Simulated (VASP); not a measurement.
The system is W.

```
W
1.0
     1.58332   -5.02261    0.00000
     1.58332    5.02261    0.00000
     0.00000    0.00000    4.19029
W
4
Direct
  0.09800 0.90200 0.91000
  0.59800 0.40200 0.59000
  0.90200 0.09800 0.09000
  0.40200 0.59800 0.41000
```

The cell was built by a generator and needn't be a form met in nature.

```yaml
Program: VASP 6.6.1
Task: relaxation of cell and atoms
Functional: PBE
Potentials_or_basis: VASP PAW PBE potentials, release 64 (W_sv)
Cutoff: 600 eV
k_mesh: 6 × 6 × 4
Occupations: gaussian, width 0.1 eV
Spin: no spin polarisation
```

At the start: pressure 133.1 GPa; volume 16.66 Å³/atom.

Problem. Where does the relaxation end?

Solution. Over 18 steps the energy falls by 4748.8 meV/atom and the volume is 17.06 Å³/atom (+2.4 %); space group Fmmm (No. 69, to 0.05 Å).

The path:
| step | energy change (eV) | largest force (eV/Å) | pressure (GPa) | volume (Å³) |
| --- | --- | --- | --- | --- |
| 1 | 0.0000 | 19.5435 | 133.07 | 66.65 |
| 2 | 13.2728 | 2.3891 | -11.22 | 307.52 |
| 3 | 10.2241 | 2.7242 | -15.09 | 251.94 |
| 4 | 6.8426 | 2.7775 | -20.67 | 208.68 |
| 5 | -6.5569 | 0.5144 | -40.12 | 124.56 |
| 6 | -14.8834 | 0.4426 | -36.47 | 92.63 |
| 7 | -16.9357 | 2.6485 | -13.08 | 78.93 |
| 8 | -16.9444 | 3.0621 | -9.25 | 77.68 |
| 9 | -16.9463 | 2.9758 | -10.04 | 77.93 |
| 10 | -18.5295 | 1.7995 | 1.95 | 68.98 |
| 11 | -18.5698 | 1.6124 | 7.01 | 67.38 |
| 12 | -18.7086 | 1.5121 | 5.82 | 67.59 |
| 13 | -18.9532 | 0.3530 | 3.35 | 67.53 |
| 14 | -18.9566 | 0.2371 | -6.14 | 69.97 |
| 15 | -18.9849 | 0.1238 | -1.80 | 68.77 |
| 16 | -18.9923 | 0.1037 | 0.84 | 68.03 |
| 17 | -18.9948 | 0.0767 | -0.05 | 68.27 |
| 18 | -18.9953 | 0.0296 | 0.10 | 68.23 |

Final structure:
```yaml
crystal:
  lattice:
    - [1.54668, -5.00123, 0.00000]
    - [1.54668, 5.00123, 0.00000]
    - [0.00000, 0.00000, 4.41060]
  atoms:
    - { symbol: W, position: [0.13322, 0.86678, 0.99969] }
    - { symbol: W, position: [0.63322, 0.36678, 0.50031] }
    - { symbol: W, position: [0.86678, 0.13322, 0.00031] }
    - { symbol: W, position: [0.36678, 0.63322, 0.49969] }
```

Caveat: the k mesh is coarse (spacing up to 0.37 Å⁻¹), so the values aren't converged.
